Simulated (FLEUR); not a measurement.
MgS under changes of volume

One of the cells (22.670 Å³/atom); the others are scaled copies at fixed shape and fractional positions:

```
CELL_PARAMETERS angstrom
4.03462 0.00000 0.00000
-2.01731 3.49409 0.00000
0.00000 0.00000 6.43229
ATOMIC_POSITIONS crystal
S 0.66667 0.33333 0.87924
S 0.33333 0.66667 0.37924
Mg 0.33333 0.66667 0.99575
Mg 0.66667 0.33333 0.49575
```

The cell comes from a database or a generator and needn't be the stable form of this composition.

| Property | Result |
| --- | --- |
| Program | FLEUR MaX-R8.1 (later development tree) |
| Functional | r2SCAN |
| Potentials or basis | all-electron |
| Basis | FLAPW |
| Kmax | 4.71 1/bohr |
| k mesh | 8 × 8 × 4 |
| Occupations | fermi-dirac, width 0.05 eV |
| Spin | no spin polarisation |

```csv
volume (Å³/atom),energy over the lowest point (meV/atom),gap on the mesh (eV)
21.309,17.52,4.44
21.763,?,?
22.670,0.00,4.10
23.576,6.06,3.90
24.030,13.51,3.80
```

What does the run at 21.763 Å³/atom give?

Energy over the lowest point 7.65 meV/atom; gap on the mesh 4.32 eV.

Worked out: A Birch-Murnaghan fit of order 2 (a polynomial in V^(-2/3)) to the other rows has its minimum at 22.69 Å³/atom with B0 = V·E''(V) = 60 GPa at fixed shape and positions, which overstates the stiffness. It gives 7.62 meV/atom at 21.763 Å³/atom, against the run's 7.65. A straight line through the other rows of the gap, of slope -5.32 eV per unit of ln V (its deformation potential), gives 4.32 eV, against the run's 4.32.

Energies are extrapolated to zero smearing.

Caveats: the meta-GGA is that of a development version, with a GGA for the radial functions and cores and without core tails.
